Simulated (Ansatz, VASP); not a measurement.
**Pt in VASP and in Ansatz**

```
Pt
1.0
     0.00000    1.93440    1.93440
     1.93440    0.00000    1.93440
     1.93440    1.93440    0.00000
Pt
1
Direct
  0.00000 0.00000 0.00000
```

Change from the starting cell: volume scaled by 0.96.

Alike in both runs: task single point; functional PBE; k mesh 12 × 12 × 12; occupations fermi-dirac, width 0.05 eV; no spin polarisation.

|  | VASP | Ansatz |
| --- | --- | --- |
| version | VASP 6.6.1 | Ansatz 0.2.0 |
| potentials or method | VASP PAW PBE potentials, release 64 (Pt) | Ansatz PAW |
| plane-wave cutoff (eV) | 520 | 420 |
| valence electrons in the cell | 10 | 18 |

Ansatz gave:

| Property | Result |
| --- | --- |
| gap on the k mesh at the Fermi level (eV) | none |
| pressure (GPa) | 23.9 |

Task: What did VASP give for the same quantities?

Result: gap on the k mesh at the Fermi level (eV): none; pressure (GPa): 23.4.

A gap of «none» marks a metal or a gap that the smearing closes. The two sets of potentials don't hold the same shells in valence.

Spin-orbit coupling is left out, which matters for the levels of Pt.
